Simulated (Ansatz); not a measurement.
**Piezoelectric tensor of BN**

Level of theory: DFT PBE+D3(BJ), scalar-relativistic, plane waves, PAW in Ansatz 0.2.0. Plane waves to 420 eV; Γ-centred k mesh 12×12×12; fixed occupations. No spin polarisation.

Relaxed structure:
```
B N
1.0
     0.00000    3.33648    2.16881
     1.25384    0.00000    2.16881
     1.25384    3.33648    0.00000
B N
1 1
Direct
  0.00011 0.00011 0.99989
  0.66659 0.66659 0.33341
```

Question: Give the relaxed-ion proper piezoelectric stress tensor e_iJ (C/m², Voigt columns xx yy zz yz xz xy).

Answer:
```
x    0.000  0.000  0.000  0.000 -0.388  0.000
y    0.000  0.000  0.000 -0.067  0.000  0.000
z   -0.382 -0.035  0.405  0.000  0.000  0.000
```
Signs follow the orientation of the cell as given.

This form isn't the usual stable structure of the compound.

Cost: 1 run of about 5.1 core-minutes, on Intel Xeon Platinum 8259CL (Skylake/Cascade Lake) (shared hosts).